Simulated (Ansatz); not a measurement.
# What moves the field gradients of V2O5?

Cell of run 1: a structure deposited in the COD, taken as it stands.

Space group Pmmn:1 (No. 59); a = 3.5450, b = 11.4980, c = 4.3450 Å.

| site | Wyckoff | site symmetry | x | y | z |
| --- | --- | --- | --- | --- | --- |
| V | 4e | m.. | 0.0000 | 0.1484 | 0.8917 |
| O5 | 4e | m.. | 0.0000 | 0.3145 | 0.0090 |
| O9 | 2a | mm2 | 0.0000 | 0.0000 | 0.9830 |
| O11 | 4e | m.. | 0.0000 | 0.1481 | 0.5396 |

One atom of each set is listed.

Relaxed positions (PBE, cell held):

V (0.0000, 0.1485, 0.8845)
O5 (0.0000, 0.3191, 0.0053)
O9 (0.0000, 0.0000, 0.9958)
O11 (0.0000, 0.1450, 0.5198)

All runs are DFT with Ansatz 0.2.0 (plane waves and PAW, scalar-relativistic unless spin–orbit coupling is named, Γ-centred meshes, Fermi–Dirac smearing where given) in this cell.

Run 1: PBE, gradients read without the response of the cores, atoms as given; 420 eV, 6×2×5 k-points, smearing 0.02 eV.
Run 2: PBE, gradients read without the response of the cores, atoms relaxed; 420 eV, 6×2×5 k-points, smearing 0.02 eV.
Run 3: r2SCAN, gradients read without the response of the cores, at the relaxed atoms; 500 eV, 6×2×5 k-points, smearing 0.02 eV.

| run | V V_zz (η) | O5 V_zz (η) | O9 V_zz (η) | O11 V_zz (η) |
| --- | --- | --- | --- | --- |
| 1 | -1.57 (0.83) | -5.34 (0.73) | -6.61 (0.18) | 1.44 (0.93) |
| 2 | 0.70 (0.89) | -5.11 (0.71) | -6.10 (0.03) | -1.14 (0.66) |
| 3 | ? | ? | ? | ? |

V_zz in 10²¹ V/m².

Problem. Estimate the row of run 3.

Solution. V: 0.68 (0.20); O5: -5.28 (0.75); O9: -6.29 (0.12); O11: -0.78 (0.90). It lies nearest to run 2, from whose tensors on these sites it differs by 0.45 at most (largest principal value of the difference, on O11). Taken one at a time, the positions of the atoms (as given or relaxed) move the tensors on these sites by up to 2.04 (largest principal value of the change, on V), the functional (r2SCAN with its higher cutoff) by 0.45 (O11). On some sites the largest principal value moves to another axis from run to run, and the sign of V_zz can flip with it. On V and O9 V_xx and V_yy change places between runs (or their axes turn by over 50°), so η hides a larger change.

The database entry as given showed forces above 3 eV/Å or a pressure above 30 GPa, though relaxing it moves no atom far. In runs 1, 3 the atoms aren't at the calculated equilibrium (largest force 3.2, 0.61 eV/Å). The cell isn't the equilibrium one in run 1 (calculated pressure 13 GPa, with larger principal stresses), and the entry's cell may itself be off.
